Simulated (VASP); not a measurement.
# Zn (Fmmm) in VASP: further runs

One crystal, Zn, is run at these levels: LDA; tasks: single point.

Everything below comes from runs of VASP 6.6.1. Logs are shortened: lines on timing, memory, paths and dates and some standing lists are left out, and cuts for length are marked.

## Step 1: The cell of the first run

It takes space group Fmmm (No. 69, orthorhombic). The conventional cell has a = 3.138 Å, b = 4.371 Å, c = 4.504 Å, α = 90.00°, β = 90.00°, γ = 90.00°. Zn (site symmetry mmm) has 8 Zn at 2.69 to 2.74 Å as nearest neighbours.

This isn't the form of Zn at room conditions, which is hcp.

## Step 2: Single point, LDA (strain +0.0300 x Voigt [0, 0, 0, 0, 0, 1], atoms carried along)

Input file INCAR:

```
SYSTEM = Zn
ALGO     = Fast           ! electronic algorithm
EDIFF    = 1E-6           ! SCF threshold, eV
ENCUT    = 520            ! plane-wave cutoff, eV
GGA      = CA             ! functional
ISIF     = 2              ! what is computed and relaxed
ISMEAR   = 0              ! smearing method
LASPH    = .TRUE.         ! aspherical terms in the spheres
LCHARG   = .TRUE.         ! write CHGCAR
LELF     = .TRUE.         ! ELF
LREAL    = .FALSE.        ! projectors in reciprocal space
LVHAR    = .TRUE.       
LWAVE    = .FALSE.        ! write WAVECAR
NBANDS   = 12             ! bands
NELM     = 60             ! most SCF steps
PREC     = Accurate       ! precision mode
SIGMA    = 0.15           ! smearing width, eV
```

Input file KPOINTS:

```
k-points
0
G
  22 22 22
  0 0 0
```

Input file POSCAR:

```
Zn
1.0
   -1.5455014450      1.5455014450      1.5690370000
    1.5455014450     -1.5455014450      1.5690370000
    1.5925725550      1.5925725550     -1.5690370000
Zn
1
Direct
    0.0000000000      0.0000000000      0.0000000000
```

Potentials or basis: VASP PAW LDA potentials, release 64 (Zn).

The run is started by

```sh
$ cat potpaw_LDA.64/Zn/POTCAR > POTCAR
$ mpirun -np 1 vasp_std > vasp.out
```

OUTCAR:

```text
SYSTEM = Zn
   EDIFF = 1E-6
   ENCUT = 520
   GGA = CA
   ISIF = 2
   ISMEAR = 0
   LASPH = .TRUE.
   LREAL = .FALSE.
   NELM = 60
   PREC = Accurate

 ion  position               nearest neighbor table
   1  0.000  0.000  0.000-

  LATTYP: Found a face centered orthorhombic cell.
 ALAT       =     3.1380740000
 B/A-ratio  =     1.3930003589
 C/A-ratio  =     1.4354267658

  Lattice vectors:

 A1 = (   3.1380740000,   0.0470711100,   0.0000000000)
 A2 = (   1.5925725550,   1.5925725550,   1.5690370000)
 A3 = (   1.5455014450,  -1.5455014450,   1.5690370000)

Analysis of symmetry for initial positions (statically):
=====================================================================
 Subroutine PRICEL returns:
 Original cell was already a primitive cell.

 Routine SETGRP: Setting up the symmetry group for a
 face centered orthorhombic supercell.

 Subroutine GETGRP returns: Found  8 space group operations
 (whereof  8 operations were pure point group operations)
 out of a pool of  8 trial point group operations.

The static configuration has the point symmetry D_2h.

Analysis of symmetry for dynamics (positions and initial velocities):
=====================================================================
 Subroutine PRICEL returns:
 Original cell was already a primitive cell.

 Routine SETGRP: Setting up the symmetry group for a
 face centered orthorhombic supercell.

 Subroutine GETGRP returns: Found  8 space group operations
 (whereof  8 operations were pure point group operations)
 out of a pool of  8 trial point group operations.

The dynamic configuration has the point symmetry D_2h.

 Subroutine INISYM returns: Found  8 space group operations
 (whereof  8 operations are pure point group operations),
 and found     1 'primitive' translations

----------------------------------------------------------------------------------------

                                     Primitive cell

  volume of cell :      15.4476

  direct lattice vectors                    reciprocal lattice vectors
    -1.545501445  1.545501445  1.569037000    -0.004781078  0.318738516  0.318666800
     1.545501445 -1.545501445  1.569037000     0.318738516 -0.004781078  0.318666800
     1.592572555  1.592572555 -1.569037000     0.313957439  0.313957439  0.000000000

  length of vectors
     2.690543912  2.690543912  2.744895589     0.450738982  0.450738982  0.444002868

  position of ions in fractional coordinates (direct lattice)
     0.000000000  0.000000000  0.000000000

  ion indices of the primitive-cell ions
   primitive index   ion index
                 1           1

----------------------------------------------------------------------------------------

 KPOINTS: k-points

Automatic generation of k-mesh.
 Grid dimensions read from file:
 generate k-points for:   22   22   22

 Generating k-lattice:

  Cartesian coordinates                     Fractional coordinates (reciprocal lattice)
    -0.000217322  0.014488114  0.014484855     0.045454545 -0.000000000  0.000000000
     0.014488114 -0.000217322  0.014484855    -0.000000000  0.045454545  0.000000000
     0.014270793  0.014270793  0.000000000     0.000000000  0.000000000  0.045454545

  Length of vectors
     0.020488136  0.020488136  0.020181949

  Shift w.r.t. Gamma in fractional coordinates (k-lattice)
     0.000000000  0.000000000  0.000000000

 Subroutine IBZKPT returns following result:
 ===========================================

 Found   1530 irreducible k-points:

 Following reciprocal coordinates:
            Coordinates               Weight
  0.000000  0.000000  0.000000      1.000000
  0.045455 -0.000000  0.000000      8.000000
  0.090909 -0.000000  0.000000      8.000000
  0.136364  0.000000  0.000000      8.000000
  0.181818  0.000000  0.000000      8.000000
  0.227273 -0.000000  0.000000      8.000000
[... 16 lines left out ...]
  0.500000  0.045455  0.000000      8.000000
 -0.454545  0.045455  0.000000      8.000000
 [... further k-points ...]
   k-points           NKPTS =   1530   k-points in BZ     NKDIM =   1530   number of bands    NBANDS=     12
   number of dos      NEDOS =    301   number of ions     NIONS =      1
   total plane-waves  NPLWV =   8000
   dimension x,y,z NGX =    20 NGY =   20 NGZ =   20
   dimension x,y,z NGXF=    40 NGYF=   40 NGZF=   40
   ions per type =               1
   NGX,Y,Z   is equivalent  to a cutoff of  12.36, 12.36, 12.11 a.u.
   NGXF,Y,Z  is equivalent  to a cutoff of  24.72, 24.72, 24.23 a.u.
 SYSTEM =  Zn
   PREC   = accura    normal or accurate (medium, high low for compatibility)
   ISTART =      0    job   : 0-new  1-cont  2-samecut
   ICHARG =      2    charge: 1-file 2-atom 10-const
   ISPIN  =      1    spin polarized calculation?
   LNONCOLLINEAR =      F non collinear calculations
   LSORBIT =      F    spin-orbit coupling
   LASPH  =      T    aspherical Exc in radial PAW
   ENCUT  =  520.0 eV  38.22 Ry    6.18 a.u.   5.00  5.00  5.10*2*pi/ulx,y,z
   NELM   =     60;   NELMIN=  2; NELMDL= -5     # of ELM steps
   EDIFF  = 0.1E-05   stopping-criterion for ELM
   LREAL  =      F    real-space projection
   EDIFFG = 0.1E-04   stopping-criterion for IOM
   NSW    =      0    number of steps for IOM
   IBRION =     -1    ionic relax: 0-MD 1-quasi-New 2-CG
   NFREE  =      0    steps in history (QN), initial steepest desc. (CG)
   ISIF   =      2    stress and relaxation
   ISYM   =      2    0-nonsym 1-usesym 2-fastsym
   POTIM  = 0.5000    time-step for ionic-motion
   TEBEG  =    0.0;   TEEND  =   0.0 temperature during run
   PSTRESS=    0.0 pullay stress
   NELECT =      12.0000    total number of electrons
   NUPDOWN=      -1.0000    fix difference up-down
   EMIN   =  10.00;   EMAX   =-10.00  energy-range for DOS
   EFERMI =   0.00;   METHOD = LEGACY
   ISMEAR =     0;   SIGMA  =   0.15  broadening in eV -4-tet -1-fermi 0-gaus
   EFERMI_NEDOS =   21; number of points for ismear=-14 and -15
   IALGO  =     68    algorithm
   IMIX   =      4    mixing-type and parameters
     AMIX     =   0.40;   BMIX     =  1.00
     AMIX_MAG =   1.60;   BMIX_MAG =  1.00
  volume/ion in A,a.u.               =      15.45       104.25
  Fermi-wavevector in a.u.,A,eV,Ry     =   1.504924  2.843894 30.814434  2.264797
  Thomas-Fermi vector in A             =   2.615840
   LORBIT       =      0    0 simple, 1 ext, 2 COOP (PROOUT), +10 PAW based schemes
   GGA     = CA    functional components
   LHFCALC =     F    Hartree Fock is set to
   AEXX    =    0.0000 exact exchange contribution
   IVDW    =     0    specifies the selected vdW correction
   LEPSILON=     F    determine dielectric tensor
   LRPA    =     F    only Hartree local field effects (RPA)
 non-spin polarized calculation
 RMM-DIIS sequential band-by-band and
 Gauss-broadening in eV      SIGMA  =   0.15
  energy-cutoff  :      520.00
  volume of cell :       15.45
 maximum number of plane-waves:       432
   NGX =  9   NGY =  9   NGZ = 11

 number of electron      12.0000017 magnetization

 Free energy of the ion-electron system (eV)
  ---------------------------------------------------
  ext. energy  EPLUGINS =         0.00000000
  ---------------------------------------------------
  free energy    TOTEN  =        -1.73126993 eV

  energy without entropy =       -1.72762497  energy(sigma->0) =       -1.72944745

 E-fermi :   2.8516     XC(G=0): -11.8167

 val. band max:        2.8514231215   @ k =  -0.4091  -0.4091   0.0455
 cond. band min:       2.8549476844   @ k =   0.3636  -0.0000   0.3182
 fundamental gap:      0.0035245629
 Fermi energy:         2.8515860309

 k-point     1 :       0.0000    0.0000    0.0000
  band No.  band energies     occupation
      1      -7.4875      2.00000
      2      -5.0293      2.00000
      3      -4.9829      2.00000
      4      -4.9324      2.00000
      5      -4.4753      2.00000
      6      -4.4727      2.00000
      7      21.0144      0.00000
      8      21.5853      0.00000
      9      21.9248      0.00000
     10      23.4612      0.00000
     11      23.7044      0.00000
     12      24.2033      0.00000

 k-point     2 :       0.0455   -0.0000    0.0000
  band No.  band energies     occupation
      1      -7.4222      2.00000
      2      -5.0266      2.00000
      3      -4.9782      2.00000
      4      -4.9288      2.00000
      5      -4.4807      2.00000
      6      -4.4729      2.00000
      7      20.5084      0.00000
      8      20.8367      0.00000
      9      21.5069      0.00000
     10      22.6541      0.00000
     11      23.2740      0.00000
     12      23.6737      0.00000

 k-point     3 :       0.0909   -0.0000    0.0000
  band No.  band energies     occupation
      1      -7.2282      2.00000
      2      -5.0282      2.00000
      3      -4.9691      2.00000
      4      -4.9037      2.00000
      5      -4.4964      2.00000
      6      -4.4722      2.00000
      7      18.5955      0.00000
      8      19.7468      0.00000
      9      20.7631      0.00000
     10      21.8299      0.00000
     11      22.6327      0.00000
     12      23.4342      0.00000
[... 286 lines left out ...]
 k-point    23 :       0.5000    0.0455    0.0000
  band No.  band energies     occupation
      1      -5.5898      2.00000
      2      -5.2722      2.00000
      3      -4.5062      2.00000
      4      -4.4552      2.00000
      5      -4.1708      2.00000
      6       0.0524      2.00000
      7       2.1218      2.00000
      8      13.6250      0.00000
      9      14.9735      0.00000
     10      18.4484      0.00000
     11      20.4570      0.00000
     12      29.5151      0.00000

 k-point    24 :      -0.4545    0.0455    0.0000
  band No.  band energies     occupation
      1      -5.5772      2.00000
      2      -5.2606      2.00000
      3      -4.5133      2.00000
      4      -4.4561      2.00000
      5      -4.2085      2.00000
      6      -1.0728      2.00000
      7       3.4972      0.00000
      8      13.8084      0.00000
      9      15.1340      0.00000
     10      18.5190      0.00000
     11      20.4996      0.00000
     12      28.4418      0.00000

 [... further k-points ...]
[... 5 lines left out ...]
  --------------------------------------------------------------------------------------
  -------------------------------------------------------------------------------------
  Total       -0.7533302     -0.7533302     -0.7642339      0.0067710     -0.0000000     -0.0000000
  in kB      -78.1329360    -78.1329360    -79.2638289      0.7022673     -0.0000000     -0.0000000
  external PRESSURE =     -78.5099003 kB  Pullay stress =       0.0000000 kB

 VOLUME and BASIS-vectors are now :
 -----------------------------------------------------------------------------
  energy-cutoff  :      520.00
  volume of cell :       15.45
      direct lattice vectors                 reciprocal lattice vectors
    -1.545501445  1.545501445  1.569037000    -0.004781078  0.318738516  0.318666800
     1.545501445 -1.545501445  1.569037000     0.318738516 -0.004781078  0.318666800
     1.592572555  1.592572555 -1.569037000     0.313957439  0.313957439  0.000000000

 POSITION                                       TOTAL-FORCE (eV/Angst)
 -----------------------------------------------------------------------------------
      0.00000      0.00000      0.00000        -0.000000     -0.000000      0.000000
 -----------------------------------------------------------------------------------
    total drift:                                0.000000      0.000000      0.000000

  FREE ENERGIE OF THE ION-ELECTRON SYSTEM (eV)
  ---------------------------------------------------
  free  energy   TOTEN  =        -1.7312699314 eV

  energy  without entropy=       -1.7276249681  energy(sigma->0) =       -1.72944745
```

It took 90 s on 1 thread of Intel Xeon Platinum 8559C (Emerald Rapids), shared host; peak memory 0.35 GiB.

Results:

- Free energy: -1.7313 eV
- Pressure: -7.9 GPa
- Band gap on the k mesh: none (metal or under the smearing width)

Stress tensor (GPa, compression positive):
```
-7.81  0.07  0.00
 0.07 -7.81  0.00
 0.00  0.00 -7.93
```

(Continued in part 2 of 2.)
